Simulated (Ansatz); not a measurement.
## GdN in the rocksalt structure

The computed numbers are results of PBE with spin–orbit coupling (two-component spinors) in the plane-wave PAW code Ansatz at 420 eV, 12×12×12 k-mesh, Gaussian smearing of 0.05 eV; PAW files: Ansatz's generated set soft_2.

```yaml
crystal:
  lattice:
    - [0.00000, 2.49075, 2.49075]
    - [2.49075, 0.00000, 2.49075]
    - [2.49075, 2.49075, 0.00000]
  atoms:
    - { symbol: Gd, position: [0.50000, 0.50000, 0.50000] }
    - { symbol: N, position: [0.00000, 0.00000, 0.00000] }
```

The start was a prototype's sites filled with these elements; the Crystallography Open Database holds the compound in this structure.

Magnetic state: ferromagnetic, site spin moments Gd 6.62 μB, along [001] (Cartesian), which lowers the symmetry.

Cell and atoms are those of this level's equilibrium.

The cell has space group Fm-3m (read at 0.01 Å). In it the stress is 0.00, 0.00, 0.01, 0.00, 0.00, 0.00 GPa and the largest force component 0.000 eV/Å. Each change below starts from this cell, without further relaxation. Stress is in GPa, positive in compression, in the order xx, yy, zz, yz, xz, xy; energies are counted from the cell above and are free energies with the smearing's entropy, which match forces and stress in a metal.

Task: What happens when atom 1 (Gd) is moved by 0.08 Å along x?

Result: The energy changes by 3.0 meV per cell, and the force on it along the shift is -0.082 eV/Å (−F/u = 1.02 eV/Å²). Stress: 0.94, -0.17, -0.17, 0.00, 0.00, 0.00.
```tsv
atom	Fx (eV/Å)	Fy	Fz
Gd1	-0.082	0.000	0.000
N2	0.082	0.000	0.000
```
In a harmonic crystal the energy would rise by −½F·u = ½ × 1.02 × 0.08² eV = 3.3 meV, close to the run's value; the rest is anharmonic or numerical.

Task: What stress follows from an engineering strain of 2 % in yz, atoms carried along?

Result: -0.04, 0.01, 0.02, -2.11, 0.00, 0.00 GPa; the energy changes by 4.1 meV per cell.
The change of the stress over the strain gives a clamped-atom stiffness of about 106 GPa for this component.
In a harmonic crystal the energy would rise by V(½Cε² − σ₀ε), with σ₀ the stress of the unstrained cell, = 4.1 meV, which matches.

Exchange splits the half-filled 4f shell away from the Fermi level; the metal comes from a small overlap of other bands, which can be the functional's gap error. Site moments are of spin, integrated over Gaussian weights of 0.5 Å, which gives about a tenth less on f atoms than spheres do. No antiparallel order was tried.

Rocksalt GdN resists both distortions. Because the primitive cell holds one formula unit, moving Gd shifts the whole cation sublattice against nitrogen, so the restoring constant of 1.02 eV/Å² belongs to the zone-centre optical mode. The shift shortens one Gd–N contact along x and lengthens the opposite one. Short-range repulsion rises more steeply on compression than it falls on stretching, which probably explains the compressive stress of 0.94 GPa along the shift.

The shear stiffness of about 106 GPa needs no correction for internal relaxation: both ions sit on inversion centres, which a homogeneous strain preserves. The large Gd spin moment fits trivalent Gd with a half-filled 4f shell. Its orbital moment is essentially zero, so spin–orbit coupling ties the lattice only weakly to the spin direction, in keeping with the almost isotropic stress of the starting cell. Dynamical stability in general doesn't follow, since modes with neighbouring cells moving out of phase were not sampled.
